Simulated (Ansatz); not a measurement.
**Au: pressure against volume**

Au, Im-3m, a = 3.242 Å. This isn't the element's structure at ambient conditions. Ansatz: PBEsol, PAW, 420 eV, Γ-centred 18×18×18 mesh on 1 atom, Gaussian smearing 0.10 eV; no spin polarisation. Symmetry fixes shape and atoms, so the cell is only scaled; pressure is positive in compression.

```tsv
V (Å³/atom)	P (GPa)
14.995	?
15.506	21.59
16.018	12.93
16.529	5.82
17.040	0.00
17.551	-4.76
18.062	-8.61
18.744	-12.57
```

Problem. Take V0 = 17.040 Å³/atom, fit the third-order Birch–Murnaghan form to the other rows, and predict the missing pressure.

Solution. With the Eulerian strain f = ½[(V0/V)^(2/3) − 1] and y = P/[3f(1 + 2f)^(5/2)], the form is the line y = B0 + 1.5 B0 (B0′ − 4) f. Rows (f, y): 0.03246, 189.4; 0.02105, 184.7; 0.01025, 179.9; -0.00975, 170.9; -0.01904, 166.1; -0.03078, 159.6. Means f = 0.0006983, y = 175.10; Σ(Δf)² = 0.003004, ΣΔfΔy = 1.405; the slope is their ratio. y = 174.8 + 467.7 f GPa, so B0 = 174.8 GPa and B0′ = 4 + 2 × (467.7)/(3 × 174.8) = 5.78. At V = 14.995, f = 0.04448, y = 195.60 and P = 32.30 GPa. The run gave 32.14 GPa, so the fit is 0.16 GPa too high, a small miss on the scale of the series.

Spin–orbit coupling is left out, which can shift energies with elements as heavy as these.